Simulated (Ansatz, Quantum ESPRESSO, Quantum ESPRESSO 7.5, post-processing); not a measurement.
# Band offsets of the AlP/GaP(110) superlattice, 5 + 5 layers, a = 5.4 Å

Aim: valence and conduction offsets of the AlP/GaP(110) superlattice, 5 + 5 layers, a = 5.4 Å from the line-up of mean potentials.

Main program and level: Quantum ESPRESSO 7.5; plane-wave DFT, LDA, GBRV ultrasoft pseudopotentials (cross-check by Ansatz 0.2.0 with PAW datasets).

The experiments to compare with:

For AlP/GaP (heterojunction), “Band offsets of semiconductor heterostructures: a hybrid density functional study” (2010, arxiv:1007.2635) quotes earlier work: valence-band offset (valence top of GaP over that of AlP) 0.55 eV.

Most raw output is cut from this account.

## Step 1: Starting point

The cell holds 20 atoms: 5 Al, 10 P and 5 Ga. Its edges and angles: a = 5.400 Å, b = 3.818 Å, c = 19.092 Å, α = 90.0°, β = 90.0°, γ = 90.0°. Regions: AlP, 10 atoms (5 Al and 5 P); GaP, 10 atoms (5 Ga and 5 P). The structure's axis is c.

## Step 2: The superlattice in Ansatz, atoms held

The atoms stay on the ideal cubic sites, so that each half of the superlattice is the very crystal whose bulk edges are computed below.

File input.yaml:

```yaml
crystal:
  lattice:
    - [5.4, 0.0, 0.0]
    - [0.0, 3.8183766184, 0.0]
    - [0.0, 0.0, 19.091883092]
  atoms:
    - { symbol: Al, position: [0.0, 0.0, 0.0] }
    - { symbol: P, position: [0.25, 0.5, 0.0] }
    - { symbol: Al, position: [0.5, 0.5, 0.1] }
    - { symbol: P, position: [0.75, 0.0, 0.1] }
    - { symbol: Al, position: [0.0, 0.0, 0.2] }
    - { symbol: P, position: [0.25, 0.5, 0.2] }
    - { symbol: Al, position: [0.5, 0.5, 0.3] }
    - { symbol: P, position: [0.75, 0.0, 0.3] }
    - { symbol: Al, position: [0.0, 0.0, 0.4] }
    - { symbol: P, position: [0.25, 0.5, 0.4] }
    - { symbol: Ga, position: [0.5, 0.5, 0.5] }
    - { symbol: P, position: [0.75, 0.0, 0.5] }
    - { symbol: Ga, position: [0.0, 0.0, 0.6] }
    - { symbol: P, position: [0.25, 0.5, 0.6] }
    - { symbol: Ga, position: [0.5, 0.5, 0.7] }
    - { symbol: P, position: [0.75, 0.0, 0.7] }
    - { symbol: Ga, position: [0.0, 0.0, 0.8] }
    - { symbol: P, position: [0.25, 0.5, 0.8] }
    - { symbol: Ga, position: [0.5, 0.5, 0.9] }
    - { symbol: P, position: [0.75, 0.0, 0.9] }
kpoints:
  mp_grid: { grid: [6, 8, 1] }
hamiltonian:
  xc: lda
scf:
  occupations: { method: fermi_dirac, width: 0.02 }
  convergence: { dr2_threshold: 1.0e-08 }
output:
  eigenvalues: true
  write_potential: true
  write_density: true
  volumetric_format: npy
checkpoint:
  write: relax.run
  compress: false
  write_wavefunctions: false
```

The run is started by

```sh
> ansatz run input.yaml --threads 4 --pin off --max-ram 8192MiB --backend cpu --events-out ev --progress --plain --runs-dir out
```

Wall time 27 s (4 threads of Arm Neoverse V1, shared host); peak memory 1.2 GiB; 1.7 min of CPU time.

Read from the output:

- free energy: -28368.9409 eV
- Fermi energy: 6.943 eV
- gap by band count: 1.165 eV
- symmetry operations: 4

## Step 3: Self-consistent run of bulk AlP

Each bulk is run alone at the common lattice constant, to place its band edges against its own mean potential.

Level of this step: plane-wave DFT, LDA, GBRV ultrasoft pseudopotentials (Quantum ESPRESSO 7.5).

System of this step: AlP, zinc blende at a = 5.4 Å. The structure is cubic, space group F-43m (No. 216). The conventional cell has a = 5.400 Å, b = 5.400 Å, c = 5.400 Å, α = 90.00°, β = 90.00°, γ = 90.00°. Al has 4 P at 2.34 Å nearest. Nearest to P lie 4 Al at 2.34 Å. Farther neighbours are not listed.

File a.in:

```
&control
  prefix = 'a'
  outdir = './out'
  pseudo_dir = './pseudo'
  calculation = 'scf'
  tprnfor = .true.
/
&system
  ibrav = 0
  nat = 4
  ntyp = 2
  ecutwfc = 40
  ecutrho = 200
  occupations = 'smearing'
  smearing = 'fd'
  degauss = 0.002
/
&electrons
  conv_thr = 1e-07
  mixing_beta = 0.5
  electron_maxstep = 120
/
ATOMIC_SPECIES
  Al  26.9815  al_lda_v1.uspp.F.UPF
  P   30.9738  p_lda_v1.5.uspp.F.UPF
CELL_PARAMETERS angstrom
  5.40000000000000 0.00000000000000 0.00000000000000
  0.00000000000000 3.81837661840736 0.00000000000000
  0.00000000000000 0.00000000000000 3.81837661840736
ATOMIC_POSITIONS crystal
  Al  0.000000000000 0.000000000000 0.000000000000
  P   0.250000000000 0.500000000000 0.000000000000
  Al  0.500000000000 0.500000000000 0.500000000000
  P   0.750000000000 0.000000000000 0.500000000000
K_POINTS automatic
  6 8 8 0 0 0
```

The run is started by

```sh
> OMP_NUM_THREADS=1 mpirun -n 4 pw.x -nk 4 -in a.in > a.out
```

The job ended after 7.4 s (4 MPI ranks; peak memory 0.31 GiB; 29 s of CPU time).

This step gave:

- free energy: -606.6265 eV
- Fermi energy: 5.829 eV

The run needed 8 iterations to bring the estimated error under 1e-07 Ry.

## Step 4: Bands along a path of bulk AlP

The density is frozen and the levels are solved along a path.

a.bands.in is the input of step 3 with these lines changed:

```diff
@@ -1,7 +1,6 @@
 &control
-  prefix = 'a'
+  prefix = 'a.bands'
   outdir = './out'
   pseudo_dir = './pseudo'
-  calculation = 'scf'
-  tprnfor = .true.
+  calculation = 'bands'
 /
@@ -16,2 +15,3 @@
   degauss = 0.002
+  nbnd = 16
 /
@@ -34,3 +34,9 @@
   P   0.750000000000 0.000000000000 0.500000000000
-K_POINTS automatic
-  6 8 8 0 0 0
+K_POINTS crystal_b
+6
+  0.0000000000 0.0000000000 0.0000000000 20
+  1.0000000000 0.0000000000 0.0000000000 1
+  0.0000000000 0.0000000000 0.0000000000 20
+  0.5000000000 0.0000000000 0.5000000000 1
+  0.0000000000 0.0000000000 0.0000000000 20
+  0.0000000000 0.5000000000 0.5000000000 1
```

The run is started by

```sh
> cp -r out/a.save out/a.bands.save
> cp out/a.xml out/a.bands.xml
> OMP_NUM_THREADS=1 mpirun -n 4 pw.x -nk 4 -in a.bands.in > a.bands.out
```

Wall time 15 s (4 MPI ranks); peak memory 0.22 GiB; 61 s of CPU time.

This step gave:

- valence top, on the run's zero: 5.151 eV
- conduction bottom, on the run's zero: 6.531 eV
- gap by band count: 1.380 eV

Band numbers count within the set of bands kept for display; the cell holds two formula units, so the X point along 001 folds onto the zone centre. The electronic bands at the labelled points (eV, zero at the Fermi level, which the smearing puts inside the gap; v1 is the highest filled band, c1 the lowest empty one):

```csv
point,v4,v3,v2,v1,c1,c2,c3,c4
L,-1.48,-1.48,-1.48,-1.48,2.08,2.08,4.05,4.05
halfway,-3.48,-2.31,-1.14,-1.14,1.97,2.60,4.41,4.41
Γ,-2.89,-0.68,-0.68,-0.68,0.70,1.63,2.67,3.81
halfway,-3.67,-3.63,-2.04,-2.04,2.04,3.31,3.56,5.28
X,-2.89,-2.89,-2.89,-2.89,0.70,0.70,1.63,1.63
```

## Step 5: Potential by pp.x of bulk AlP

plot_num = 11 writes the bare and Hartree potential, whose mean serves as the common reference.

File a.pot.in:

```
&inputpp
  prefix = 'a'
  outdir = './out'
  filplot = 'a.pot.dat'
  plot_num = 11
/
```

The run is started by

```sh
> OMP_NUM_THREADS=1 mpirun -n 4 pp.x -in a.pot.in > a.pot.out
```

Elapsed: 0.82 s, on 4 MPI ranks; peak memory 0.09 GiB.

Electrostatic potential energy of an electron; zero at the Fermi level, which the smearing puts inside the gap. The potential energy, planar mean by z:

```csv
z (Å),"potential energy, planar mean (eV)"
0.00,-9.75
0.11,-9.43
0.21,-8.50
0.32,-7.10
0.42,-5.44
0.53,-3.75
0.64,-2.27
0.74,-1.19
0.85,-0.568
0.95,-0.367
1.06,-0.568
1.17,-1.19
1.27,-2.27
1.38,-3.75
1.48,-5.44
1.59,-7.10
1.70,-8.50
1.80,-9.43
1.91,-9.75
2.02,-9.43
2.12,-8.50
2.23,-7.10
2.33,-5.44
2.44,-3.75
2.55,-2.27
2.65,-1.19
2.76,-0.568
2.86,-0.367
2.97,-0.568
3.08,-1.19
3.18,-2.27
3.29,-3.75
3.39,-5.44
3.50,-7.10
3.61,-8.50
3.71,-9.43
```

## Step 6: Macroscopic average of bulk AlP

average.x takes the planar mean and smooths it over a window of one repeat.

File a.avg.in:

```
1
a.pot.dat
1.0
40
3
7.2156860495
```

The run is started by

```sh
> OMP_NUM_THREADS=1 average.x < a.avg.in > a.avg.out
```

The job ended after 0.49 s (1 MPI rank; peak memory 0.1 GiB).

Numbers from this step:

* average.x's running mean over the crystal, on the run's own zero: 1.017 eV
* mean potential by an exact Fourier window over the crystal, on the run's own zero: 1.017 eV

Electrostatic potential energy of an electron; zero at the Fermi level, which the smearing puts inside the gap; window 3.8184 Å. The potential energy, running mean stays at -4.81 eV for z from 0 to 3.72 Å.

## Step 7: SCF with pw.x of bulk GaP

System of this step: GaP, zinc blende at a = 5.4 Å. Symmetry: F-43m, No. 216, cubic system. The conventional cell has a = 5.400 Å, b = 5.400 Å, c = 5.400 Å, α = 90.00°, β = 90.00°, γ = 90.00°. Ga has 4 P at 2.34 Å nearest. P has 4 Ga at 2.34 Å nearest. Farther neighbours are not listed.

File b.in:

```
&control
  prefix = 'b'
  outdir = './out'
  pseudo_dir = './pseudo'
  calculation = 'scf'
  tprnfor = .true.
/
&system
  ibrav = 0
  nat = 4
  ntyp = 2
  ecutwfc = 40
  ecutrho = 200
  occupations = 'smearing'
  smearing = 'fd'
  degauss = 0.002
/
&electrons
  conv_thr = 1e-07
  mixing_beta = 0.5
  electron_maxstep = 120
/
ATOMIC_SPECIES
  Ga  69.7230  ga_lda_v1.4.uspp.F.UPF
  P   30.9738  p_lda_v1.5.uspp.F.UPF
CELL_PARAMETERS angstrom
  5.40000000000000 0.00000000000000 0.00000000000000
  0.00000000000000 3.81837661840736 0.00000000000000
  0.00000000000000 0.00000000000000 3.81837661840736
ATOMIC_POSITIONS crystal
  Ga  0.000000000000 0.000000000000 0.000000000000
  P   0.250000000000 0.500000000000 0.000000000000
  Ga  0.500000000000 0.500000000000 0.500000000000
  P   0.750000000000 0.000000000000 0.500000000000
K_POINTS automatic
  6 8 8 0 0 0
```

The run is started by

```sh
> OMP_NUM_THREADS=1 mpirun -n 4 pw.x -nk 4 -in b.in > b.out
```

The job ended after 19 s (4 MPI ranks; peak memory 0.37 GiB).

Numbers from this step:

| Property | Result |
| --- | --- |
| free energy | -11717.0439 eV |
| Fermi energy | 8.525 eV |

## Step 8: Bands along a path of bulk GaP

b.bands.in is the input of step 7 with these lines changed:

```diff
@@ -1,7 +1,6 @@
 &control
-  prefix = 'b'
+  prefix = 'b.bands'
   outdir = './out'
   pseudo_dir = './pseudo'
-  calculation = 'scf'
-  tprnfor = .true.
+  calculation = 'bands'
 /
@@ -16,2 +15,3 @@
   degauss = 0.002
+  nbnd = 32
 /
@@ -34,3 +34,9 @@
   P   0.750000000000 0.000000000000 0.500000000000
-K_POINTS automatic
-  6 8 8 0 0 0
+K_POINTS crystal_b
+6
+  0.0000000000 0.0000000000 0.0000000000 20
+  1.0000000000 0.0000000000 0.0000000000 1
+  0.0000000000 0.0000000000 0.0000000000 20
+  0.5000000000 0.0000000000 0.5000000000 1
+  0.0000000000 0.0000000000 0.0000000000 20
+  0.0000000000 0.5000000000 0.5000000000 1
```

The run is started by

```sh
> cp -r out/b.save out/b.bands.save
> cp out/b.xml out/b.bands.xml
> OMP_NUM_THREADS=1 mpirun -n 4 pw.x -nk 4 -in b.bands.in > b.bands.out
```

It took 28 s on 4 MPI ranks; peak memory 0.28 GiB; 1.9 min of CPU time.

This step gave:

```
valence top, on the run's zero       : 7.855 eV
conduction bottom, on the run's zero : 9.246 eV
gap by band count                    : 1.392 eV
```

Band numbers count within the set of bands kept for display; the cell holds two formula units, so the X point along 001 folds onto the zone centre. Electronic bands along the path, in eV, zero at the Fermi level, which the smearing puts inside the gap; v1 is the highest filled band, c1 the lowest empty one:

```csv
point,v4,v3,v2,v1,c1,c2,c3,c4
L,-1.84,-1.84,-1.84,-1.84,0.91,0.91,3.95,3.95
halfway,-4.07,-2.80,-1.37,-1.37,1.41,1.64,3.99,3.99
Γ,-3.48,-0.67,-0.67,-0.67,0.77,0.98,1.16,3.11
halfway,-4.42,-4.28,-2.44,-2.44,1.34,2.96,3.93,4.21
X,-3.48,-3.48,-3.48,-3.48,0.77,0.77,0.98,0.98
```

## Step 9: Potential by pp.x of bulk GaP

File b.pot.in:

```
&inputpp
  prefix = 'b'
  outdir = './out'
  filplot = 'b.pot.dat'
  plot_num = 11
/
```

The run is started by

```sh
> OMP_NUM_THREADS=1 mpirun -n 4 pp.x -in b.pot.in > b.pot.out
```

Wall time 0.85 s (4 MPI ranks); peak memory 0.1 GiB.

## Step 10: Macroscopic average of bulk GaP

File b.avg.in:

```
1
b.pot.dat
1.0
40
3
7.2156860495
```

The run is started by

```sh
> OMP_NUM_THREADS=1 average.x < b.avg.in > b.avg.out
```

The job ended after 0.47 s (1 MPI rank; peak memory 0.1 GiB).

Read from the output:

```
average.x's running mean over the crystal, on the run's own zero                  : 3.075 eV
mean potential by an exact Fourier window over the crystal, on the run's own zero : 3.075 eV
```

## Step 11: SCF with pw.x of the superlattice

The superlattice gives the step of the mean potential between the two crystals; (110) layers are neutral, so no field builds up.

System of this step: AlP/GaP(110) superlattice, 5 + 5 layers, a = 5.4 Å. The cell holds 20 atoms: 5 Al, 10 P and 5 Ga. Cell: a = 5.400 Å, b = 3.818 Å, c = 19.092 Å, α = 90.0°, β = 90.0°, γ = 90.0°. Regions: AlP, 10 atoms (5 Al and 5 P); GaP, 10 atoms (5 Ga and 5 P). The structure's axis is c.

File ab.in:

```
&control
  prefix = 'ab'
  outdir = './out'
  pseudo_dir = './pseudo'
  calculation = 'scf'
  tprnfor = .true.
/
&system
  ibrav = 0
  nat = 20
  ntyp = 3
  ecutwfc = 40
  ecutrho = 200
  occupations = 'smearing'
  smearing = 'fd'
  degauss = 0.002
/
&electrons
  conv_thr = 1e-07
  mixing_beta = 0.5
  electron_maxstep = 120
/
ATOMIC_SPECIES
  Al  26.9815  al_lda_v1.uspp.F.UPF
  P   30.9738  p_lda_v1.5.uspp.F.UPF
  Ga  69.7230  ga_lda_v1.4.uspp.F.UPF
CELL_PARAMETERS angstrom
  5.40000000000000 0.00000000000000 0.00000000000000
  0.00000000000000 3.81837661840000 0.00000000000000
  0.00000000000000 0.00000000000000 19.09188309200000
ATOMIC_POSITIONS crystal
  Al  0.000000000000 0.000000000000 0.000000000000
  P   0.250000000000 0.500000000000 0.000000000000
  Al  0.500000000000 0.500000000000 0.100000000000
  P   0.750000000000 0.000000000000 0.100000000000
  Al  0.000000000000 0.000000000000 0.200000000000
  P   0.250000000000 0.500000000000 0.200000000000
  Al  0.500000000000 0.500000000000 0.300000000000
  P   0.750000000000 0.000000000000 0.300000000000
  Al  0.000000000000 0.000000000000 0.400000000000
  P   0.250000000000 0.500000000000 0.400000000000
  Ga  0.500000000000 0.500000000000 0.500000000000
  P   0.750000000000 0.000000000000 0.500000000000
  Ga  0.000000000000 0.000000000000 0.600000000000
  P   0.250000000000 0.500000000000 0.600000000000
  Ga  0.500000000000 0.500000000000 0.700000000000
  P   0.750000000000 0.000000000000 0.700000000000
  Ga  0.000000000000 0.000000000000 0.800000000000
  P   0.250000000000 0.500000000000 0.800000000000
  Ga  0.500000000000 0.500000000000 0.900000000000
  P   0.750000000000 0.000000000000 0.900000000000
K_POINTS automatic
  6 8 1 0 0 0
```

The run is started by

```sh
> OMP_NUM_THREADS=1 mpirun -n 4 pw.x -nk 2 -in ab.in > ab.out
```

It took 11 min on 4 MPI ranks; peak memory 1.1 GiB.

Read from the output:

| Item | Value |
| --- | --- |
| free energy | -30809.0877 eV |
| Fermi energy | 7.242 eV |

The program's own clock; routines nest. Time by routine:

```csv
routine,wall time (s),calls
PWSCF,646,1
electrons,635.4,1
c_bands,585.6,22
cegterg,554,230
h_psi,308.1,1604
fftw,192.8,195680
vloc_psi,185.1,1604
calbec,78.18,1864
h_psi:calbec,61.14,1604
add_vuspsi,59.8,1604
s_psi,59.63,1604
sum_band,44.19,22
cdiaghg,18.95,1594
init_run,6.88,1
```

The run needed 22 iterations to bring the estimated error under 1e-07 Ry; the largest force on any atom, held or free, is 0.08 eV/Å.

## Step 12: Potential by pp.x of the superlattice

File ab.pot.in:

```
&inputpp
  prefix = 'ab'
  outdir = './out'
  filplot = 'ab.pot.dat'
  plot_num = 11
/
```

The run is started by

```sh
> OMP_NUM_THREADS=1 mpirun -n 4 pp.x -in ab.pot.in > ab.pot.out
```

The job ended after 1.3 s (4 MPI ranks; peak memory 0.14 GiB).

Electrostatic potential energy in the ca plane at fractional y = 0.000, with atoms of Al and P and Ga within 0.2 Å of it. With pseudopotentials it is smooth inside the atoms' cores, unlike the true potential.

Ten even steps from '0' (-72 eV) to '9' (4 eV), each cell a mean:
```
58988987413689889852258988986312689889842248
78854688766887457876678854688656887457875578
98600278888973004898898510279988973004898898
98500179999971003899998400169999971003899998
99732489999985226999999731489999985126999999
99987899999998788999999987899999998788999999
99999999999999999999999999999999999999999999
99999999999999999999999999999999999999999999
99999999999999999999999999999999999999999999
99999999999999999999999999999999999999999999
99999999999999999999999999999999999999999999
89999998877899999987789999999877899999987789
68999997534799999864368999997434799999863358
47999986202689999841047999986211589999731137
```
Columns run along c (16.0 Å, from fractional 0.03 to 0.87 of the cell; values clipped at the 3rd and 97th percentile), rows up along a (5.4 Å). Atoms in or near the plane, at fractional coordinates: P at (0.10, 0.75), Al at (0.20, 0.00), P at (0.30, 0.75), Al at (0.40, 0.00), P at (0.50, 0.75), Ga at (0.60, 0.00), P at (0.70, 0.75), Ga at (0.80, 0.00).

## Step 13: Macroscopic average of the superlattice

File ab.avg.in:

```
1
ab.pot.dat
1.0
200
3
7.2156860495
```

The run is started by

```sh
> OMP_NUM_THREADS=1 average.x < ab.avg.in > ab.avg.out
```

Run time: 0.55 s. Hardware: 1 MPI rank; peak memory 0.11 GiB.

This step gave:

- average.x's running mean in the AlP layers, on the run's own zero: 2.104 eV
- slope of the running mean in the AlP layers: 3.03e-4 eV/Å
- mean potential by an exact Fourier window in the AlP layers, on the run's own zero: 2.104 eV
- average.x's running mean in the GaP layers, on the run's own zero: 1.985 eV
- slope of the running mean in the GaP layers: -1.19e-4 eV/Å
- mean potential by an exact Fourier window in the GaP layers, on the run's own zero: 1.985 eV

Electrostatic potential energy of an electron; zero at the Fermi level; window 3.8184 Å. Table of potential energy, running mean by z:

```csv
z (Å),"potential energy, running mean (eV)"
0,-5.16
1,-5.12
2,-5.14
3,-5.14
4,-5.14
5,-5.14
6,-5.13
7,-5.11
8,-5.19
9,-5.18
10,-5.26
11,-5.26
12,-5.26
13,-5.26
14,-5.26
15,-5.26
16,-5.26
17,-5.24
18,-5.18
```

## Step 14: Projections on atomic orbitals

Projections on atomic orbitals tell which layers and orbitals hold the states near the zero of energy.

File pdos.in:

```
&projwfc
  prefix = 'ab'
  outdir = './out'
  filpdos = 'pdos'
  Emin = 4.242
  Emax = 11.242
  DeltaE = 0.05
  ngauss = 0
  degauss = 0.006
/
```

The run is started by

```sh
> OMP_NUM_THREADS=1 mpirun -n 4 projwfc.x -in pdos.in > pdos.out
```

It took 4.8 s on 4 MPI ranks; peak memory 0.32 GiB.

This step gave:

| Quantity | Value |
| --- | --- |
| spilling of the projection | 0.0029 |

The density of states has structure finer than the step of the table below, so its rows give means over 0.2 eV, whole bins alone (the curve runs from -3.00 to 2.55 eV). Peaks (eV: height): -2.65: 14.9, -2.40: 20.2, -1.80: 15.7, 1.50: 9.35, 2.15: 17.5, 2.50: 15.8.

Gaussian width 0.006 Ry; cut where the computed bands begin to run out. Table of density of states by energy, zero at the Fermi level; means over each step:

energy (eV), density of states (states/eV a cell) and a bar:
```
     -2.8       13.2 ######################
     -2.6       13.0 ######################
     -2.4       18.1 ##############################
     -2.2       11.9 ####################
     -2.0       10.4 #################
     -1.8       14.1 #######################
     -1.6        9.7 ################
     -1.4        7.4 ############
     -1.2        4.0 #######
     -1.0        3.7 ######
     -0.8        1.7 ###
     -0.6        0.4 #
     -0.4        0.0 
     -0.2        0.0 
      0.0        0.0 
      0.2        0.0 
      0.4        0.0 
      0.6        0.5 #
      0.8        1.4 ##
      1.0        2.3 ####
      1.2        3.6 ######
      1.4        5.3 #########
      1.6        7.6 #############
      1.8        7.4 ############
      2.0       12.8 #####################
      2.2       15.3 #########################
      2.4       13.5 ######################
```

Projected DOS an atom over height of the atomic layer and energy from the Fermi level. Columns are the atomic layers from the bottom up.

Values in states/eV, 22 rows by 10 columns, each cell a mean:
```
0.61 0.56 0.63 0.56 0.61 0.59 0.63 0.58 0.63 0.59
0.56 0.51 0.50 0.51 0.56 0.71 0.74 0.76 0.74 0.71
0.41 0.38 0.37 0.38 0.41 0.49 0.53 0.51 0.53 0.49
0.30 0.30 0.29 0.30 0.30 0.35 0.32 0.34 0.32 0.35
0.23 0.20 0.20 0.20 0.23 0.31 0.31 0.29 0.31 0.31
0.15 0.18 0.17 0.18 0.15 0.15 0.11 0.12 0.11 0.15
0.09 0.11 0.11 0.11 0.09 0.07 0.05 0.05 0.05 0.07
0.05 0.06 0.07 0.06 0.05 0.03 0.02 0.02 0.02 0.03
0.00 0.00 0.00 0.00 0.00 0.00 0.00 0.00 0.00 0.00
0.00 0.00 0.00 0.00 0.00 0.00 0.00 0.00 0.00 0.00
0.00 0.00 0.00 0.00 0.00 0.00 0.00 0.00 0.00 0.00
0.00 0.00 0.00 0.00 0.00 0.00 0.00 0.00 0.00 0.00
0.02 0.01 0.01 0.01 0.02 0.03 0.04 0.04 0.04 0.03
0.09 0.06 0.05 0.06 0.09 0.14 0.17 0.18 0.17 0.14
0.18 0.14 0.13 0.14 0.18 0.24 0.25 0.25 0.25 0.24
0.30 0.28 0.27 0.28 0.30 0.36 0.39 0.40 0.39 0.36
0.53 0.51 0.50 0.50 0.53 0.56 0.53 0.52 0.53 0.56
0.60 0.63 0.64 0.63 0.60 0.62 0.60 0.60 0.60 0.62
0.56 0.58 0.57 0.58 0.56 0.54 0.51 0.50 0.51 0.54
0.86 0.92 0.93 0.92 0.86 0.86 0.81 0.80 0.81 0.86
0.68 0.71 0.72 0.71 0.68 0.63 0.61 0.59 0.61 0.63
0.62 0.66 0.66 0.66 0.62 0.62 0.58 0.59 0.58 0.62
```
Columns: height of the atomic layer (Å) from 0 to 17.2; rows upwards: energy from the Fermi level (eV) from -3.00 to 2.55.

Löwdin valence electrons by atom:

```csv
atom,Löwdin valence electrons (e)
Al1,2.6
P2,5.3
Al3,2.6
P4,5.3
Al5,2.6
P6,5.3
Al7,2.6
P8,5.3
Al9,2.6
P10,5.3
Ga11,18.9
P12,5.1
Ga13,18.9
P14,5.0
Ga15,18.9
P16,5.0
Ga17,18.9
P18,5.0
Ga19,18.9
P20,5.1
```

The atomic orbitals miss 0.3 % of the occupied states; for empty states the projections can miss much more.

## Step 15: The line-up

Each edge is taken over its own crystal's mean potential and then placed on the mean potential of those layers in the superlattice:

```csv
crystal,valence top − mean (eV),conduction bottom − mean (eV),mean in the superlattice (eV)
AlP,4.134,5.513,2.104
GaP,4.780,6.171,1.985
```

Valence offset = (4.780 + 1.985) − (4.134 + 2.104) = 0.527 eV; conduction offset = 0.539 eV.

[end of part 1 of 2]

[Logs are printed without paths, hosts, clocks, repeated set-up lines and the standing remarks that a program may print on its own settings, such as how far it seeks lower states.]

[Hosts, paths, dates, database ids (printed as entryN), source tags and the programs' standing remarks are cut or masked in the printed files.]

[Maps of the electrostatic potential energy from Ansatz leave out the sawtooth potential of an applied field or a dipole correction, so their vacuum need not be flat; planar profiles and work functions include it.]
